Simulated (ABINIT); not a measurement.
# MnO2 (P-3m1) in ABINIT: Hund's J by linear response with LDA-PZ+U

Aim: the Hund's J by linear response of MnO2 with LDA-PZ+U.

Program: ABINIT 10.8.3 (patched build). These are calculated values, not measurements. Logs are shortened: lines on timing, memory, paths and dates and some standing lists are left out, and cuts for length are marked. The log counts tension as positive stress, the text compression.

### 1 The crystal as given

Symmetry: P-3m1, No. 164, trigonal system. Conventional cell: a = 2.857 Å, b = 2.857 Å, c = 4.601 Å, α = 90.00°, β = 90.00°, γ = 120.00°. Mn (site symmetry -3m) has 6 O at 1.90 Å as nearest neighbours. Around O (site symmetry 3m) lie 3 Mn at 1.90 Å.

Measurements of this composition are mostly on another form, of space group No. 136.

### 2 Hund's J by linear response, LDA-PZ+U, collinear spin, ferromagnetic start

run.abi

```
# Datasets
ndtset 3

# Pseudopotentials
pp_dirpath "./"
pseudos "Mn.LDA_PW-JTH.xml, O.LDA_PW-JTH.xml"

# Structure
acell 2.8565781804 2.8565781805 4.6013740589 Angstrom
rprim
     1.0000000000     0.0000000000     0.0000000000
    -0.5000000000     0.8660254038     0.0000000000
     0.0000000000     0.0000000000     1.0000000000
ntypat 2
znucl 25 8
natom 3
typat 1 2 2
xred
            0.0            0.0            1/2
            1/3            2/3   0.7062925700
            2/3            1/3   0.2937074300

# Plane-wave basis
ecut 707.496042 eV
pawecutdg 48.0

# k points
kptopt 2
ngkpt 6 6 3
nshiftk 1
shiftk 0.0 0.0 0.0

# Exchange and correlation
ixc -1009

# Bands and occupations
nband 19
occopt 3
tsmear 0.05 eV

# Spin
nsppol 2
spinat
     0.0000000000     0.0000000000     4.0000000000
     0.0000000000     0.0000000000     0.0000000000
     0.0000000000     0.0000000000     0.0000000000
nsym 1

# DFT+U
usepawu 1
lpawu 2 -1
upawu 0.0 0.0 eV
jpawu 0.0 0.0 eV
dmatpuopt 1

# SCF cycle
nstep 120
tolvrs 1.0e-9

# Output
prteig 0
prtebands 0
prtden 0
prtwf 0

# Linear response
irdwfk 1
macro_uj 4
pawujat 1
pawujv1 -0.1 eV
pawujv2 0.05 eV
pawujv3 0.1 eV
```

gs.abi

```
# Pseudopotentials
pp_dirpath "./"
pseudos "Mn.LDA_PW-JTH.xml, O.LDA_PW-JTH.xml"

# Structure
acell 2.8565781804 2.8565781805 4.6013740589 Angstrom
rprim
     1.0000000000     0.0000000000     0.0000000000
    -0.5000000000     0.8660254038     0.0000000000
     0.0000000000     0.0000000000     1.0000000000
ntypat 2
znucl 25 8
natom 3
typat 1 2 2
xred
            0.0            0.0            1/2
            1/3            2/3   0.7062925700
            2/3            1/3   0.2937074300

# Plane-wave basis
ecut 707.496042 eV
pawecutdg 48.0

# k points
kptopt 2
ngkpt 6 6 3
nshiftk 1
shiftk 0.0 0.0 0.0

# Exchange and correlation
ixc -1009

# Bands and occupations
nband 19
occopt 3
tsmear 0.05 eV

# Spin
nsppol 2
spinat
     0.0000000000     0.0000000000     4.0000000000
     0.0000000000     0.0000000000     0.0000000000
     0.0000000000     0.0000000000     0.0000000000
nsym 1

# DFT+U
usepawu 1
lpawu 2 -1
upawu 0.0 0.0 eV
jpawu 0.0 0.0 eV
dmatpuopt 1

# SCF cycle
nstep 120
tolvrs 1.0e-9

# Output
prteig 0
prtebands 0
prtden 0
```

Potentials or basis: JTH PAW LDA v2.0.

Command:

```console
$ abinit gs.abi > log 2>&1
$ ln -s gso_WFK runi_DS1_WFK
$ ln -s gso_WFK runi_DS2_WFK
$ ln -s gso_WFK runi_DS3_WFK
$ abinit run.abi > log 2>&1
$ lruj runo_DS1_LRUJ.nc runo_DS2_LRUJ.nc runo_DS3_LRUJ.nc > lruj.log 2>&1
```

run.abo:

```text
.Version 10.8.3 of ABINIT
 DATASET    1 : space group P1 (#  1); Bravais aP (primitive triclinic)
================================================================================
 Values of the parameters that define the memory need for DATASET  1.
     intxc =       0    ionmov =       0      iscf =      17    lmnmax =      18
     lnmax =       6     mgfft =      40  mpssoang =       3    mqgrid =    3001
     natom =       3  nloc_mem =       2    nspden =       2   nspinor =       1
    nsppol =       2      nsym =       1    n1xccc =       1    ntypat =       2
    occopt =       3   xclevel =       1
       mpw =        1394          nfft =       29160          nkpt =          56
 PAW method is used; the additional fine FFT grid is defined by:
   mgfftf=        60    nfftf =     77760
================================================================================
================================================================================
[... 15 lines left out ...]
 DATASET    3 : space group P1 (#  1); Bravais aP (primitive triclinic)
================================================================================
 Values of the parameters that define the memory need for DATASET  3.
     intxc =       0    ionmov =       0      iscf =      17    lmnmax =      18
     lnmax =       6     mgfft =      40  mpssoang =       3    mqgrid =    3001
     natom =       3  nloc_mem =       2    nspden =       2   nspinor =       1
    nsppol =       2      nsym =       1    n1xccc =       1    ntypat =       2
    occopt =       3   xclevel =       1
       mpw =        1394          nfft =       29160          nkpt =          56
 PAW method is used; the additional fine FFT grid is defined by:
   mgfftf=        60    nfftf =     77760
================================================================================
================================================================================

--------------------------------------------------------------------------------
------------- Echo of variables that govern the present computation ------------
--------------------------------------------------------------------------------
 -outvars: echo values of preprocessed input variables --------
            acell      5.3981504182E+00  5.3981504184E+00  8.6953367742E+00 Bohr
              amu      5.49380500E+01  1.59994000E+01
         atvshift1      -0.00367   -0.00367   -0.00367   -0.00367   -0.00367
                         0.00367    0.00367    0.00367    0.00367    0.00367
                         0.00000    0.00000    0.00000    0.00000    0.00000
                         0.00000    0.00000    0.00000    0.00000    0.00000
                         0.00000    0.00000    0.00000    0.00000    0.00000
                         0.00000    0.00000    0.00000    0.00000    0.00000
         atvshift2       0.00184    0.00184    0.00184    0.00184    0.00184
                        -0.00184   -0.00184   -0.00184   -0.00184   -0.00184
                         0.00000    0.00000    0.00000    0.00000    0.00000
                         0.00000    0.00000    0.00000    0.00000    0.00000
                         0.00000    0.00000    0.00000    0.00000    0.00000
                         0.00000    0.00000    0.00000    0.00000    0.00000
         atvshift3       0.00367    0.00367    0.00367    0.00367    0.00367
[... 298 lines left out ...]
 getcut: wavevector=  0.0000  0.0000  0.0000  ngfft=  36  36  60
         ecut(hartree)=     48.000   => boxcut(ratio)=   2.13832

--- Pseudopotential description ------------------------------------------------
- pspini: atom type   1  psp file is ./Mn.LDA_PW-JTH.xml
 Pseudopotential format is: paw10
 basis_size (lnmax)=  6 (lmn_size= 18), orbitals=   0   0   1   1   2   2
 Spheres core radius: rc_sph= 2.11191681
 Shapefunction is SIN type: shapef(r)=[sin(pi*r/rshp)/(pi*r/rshp)]**2
 Radius for shape functions =  1.80270168
 Compensation charge density is not taken into account in XC energy/potential

- pspini: atom type   2  psp file is ./O.LDA_PW-JTH.xml
 Pseudopotential format is: paw10
 basis_size (lnmax)=  4 (lmn_size=  8), orbitals=   0   0   1   1
 Spheres core radius: rc_sph= 1.41465230
 Shapefunction is SIN type: shapef(r)=[sin(pi*r/rshp)/(pi*r/rshp)]**2
 Radius for shape functions =  1.20231231
 Compensation charge density is not taken into account in XC energy/potential

   1.03607236E+03                                ecore*ucvol(ha*bohr**3)
--------------------------------------------------------------------------------

-inwffil : will read wavefunctions from disk file runi_DS1_WFK

 ******************************************
 DFT+U Method used: FLL
 ******************************************
[... 787 lines left out ...]
-Cartesian components of stress tensor (GPa)         [Pressure= -8.3307E+00 GPa]
- sigma(1 1)=  9.39537083E+00  sigma(3 2)= -1.30131141E-07
- sigma(2 2)=  9.39537076E+00  sigma(3 1)=  9.14477919E-08
- sigma(3 3)=  6.20136919E+00  sigma(2 1)= -4.88665258E-08

== END DATASET(S) ==============================================================
================================================================================

 -outvars: echo values of variables after computation  --------
            acell      5.3981504182E+00  5.3981504184E+00  8.6953367742E+00 Bohr
           etotal1    -1.3724204561E+02
           etotal2    -1.3722958512E+02
           etotal3    -1.3722549819E+02
            fcart1    -3.0157684423E-10 -3.5176473554E-10  3.9568222106E-07
                       1.5304305487E-09 -2.3571287259E-10 -8.3282212623E-03
                      -1.2288537045E-09  5.8747760813E-10  8.3278255801E-03
            fcart2    -2.4162447412E-10 -5.6754680193E-11 -4.3763484915E-08
                      -6.3189814635E-10 -7.0107558314E-11 -8.8512199007E-03
                       8.7352262047E-10  1.2686223851E-10  8.8512636642E-03
            fcart3     1.6336501607E-10 -1.8111787509E-10 -2.6720276060E-07
                      -1.8738247052E-09 -1.8062777794E-10 -9.0515488923E-03
                       1.7104596892E-09  3.6174565303E-10  9.0518160951E-03
            rprim      1.0000000000E+00  0.0000000000E+00  0.0000000000E+00
                      -5.0000000000E-01  8.6602540380E-01  0.0000000000E+00
                       0.0000000000E+00  0.0000000000E+00  1.0000000000E+00
           strten1     2.8634440135E-04  2.8634440848E-04  1.9791037211E-04
                      -2.6902948670E-11 -8.3238217652E-12  1.2179179477E-12
           strten2     3.1067194265E-04  3.1067194537E-04  2.0706246118E-04
                       1.1701318577E-12  9.3840515069E-13 -6.1079203063E-12
           strten3     3.1934216377E-04  3.1934216123E-04  2.1078025451E-04
                      -4.4230675709E-12  3.1082472703E-12 -1.6609394509E-12
           xangst      0.0000000000E+00  0.0000000000E+00  2.3006870294E+00
                      -3.3333149769E-11  1.6492461815E+00  3.2499163096E+00
                       1.4282890902E+00  8.2462309075E-01  1.3514577493E+00
             xred      0.0000000000E+00  0.0000000000E+00  5.0000000000E-01
                       3.3333333333E-01  6.6666666667E-01  7.0629257000E-01
                       6.6666666667E-01  3.3333333333E-01  2.9370743000E-01
 Calculation completed.
```

gs.abo:

```text
.Version 10.8.3 of ABINIT
 Symmetries : space group P1 (#  1); Bravais aP (primitive triclinic)
================================================================================
 Values of the parameters that define the memory need of the present run
     intxc =       0    ionmov =       0      iscf =      17    lmnmax =      18
[... 544 lines left out ...]
           xangst      0.0000000000E+00  0.0000000000E+00  2.3006870294E+00
                      -3.3333149769E-11  1.6492461815E+00  3.2499163096E+00
                       1.4282890902E+00  8.2462309075E-01  1.3514577493E+00
             xred      0.0000000000E+00  0.0000000000E+00  5.0000000000E-01
                       3.3333333333E-01  6.6666666667E-01  7.0629257000E-01
                       6.6666666667E-01  3.3333333333E-01  2.9370743000E-01
 Calculation completed.
```

Wall time 6.9 min (1 thread of Arm Neoverse V1, shared host); peak memory 0.16 GiB.

Results:

- Free energy: -3734.3194 eV
- Pressure: -7.9 GPa
- Largest force: 0.446 eV/Å
- Band gap on the k mesh: 0.40 eV, indirect (least direct gap 0.42 eV)
- Net moment: 3.00 μB per cell
- Site moments: Mn +2.74; O +0.06 μB
- Hund's J from linear response: 1.05 eV

Forces on the atoms (eV/Å):
```
Mn   0.000  0.000  0.000
O    0.000  0.000 -0.446
O    0.000  0.000  0.446
```

Stress tensor (GPa, compression positive):
```
-8.90  0.00  0.00
 0.00 -8.90  0.00
 0.00  0.00 -6.00
```

Eigenvalues of the final occupation matrices:
```tsv
site	spin	trace	eigenvalues
atom 1	1	3.01	0.37 0.37 0.76 0.76 0.76
atom 1	2	0.76	0.09 0.09 0.09 0.24 0.24
```

Caveat: the k mesh is coarse (spacing up to 0.46 Å⁻¹), so the values aren't converged; the shifted atom has its images in every cell, so this scalar value isn't converged in cell size and belongs to these projectors alone; an odd mesh through Γ misses points on the zone boundary, where band edges often lie; a cell with one magnetic atom can't hold antiferromagnetic order, which such compounds often take. The state reached can hang on the start; a lower one may exist.
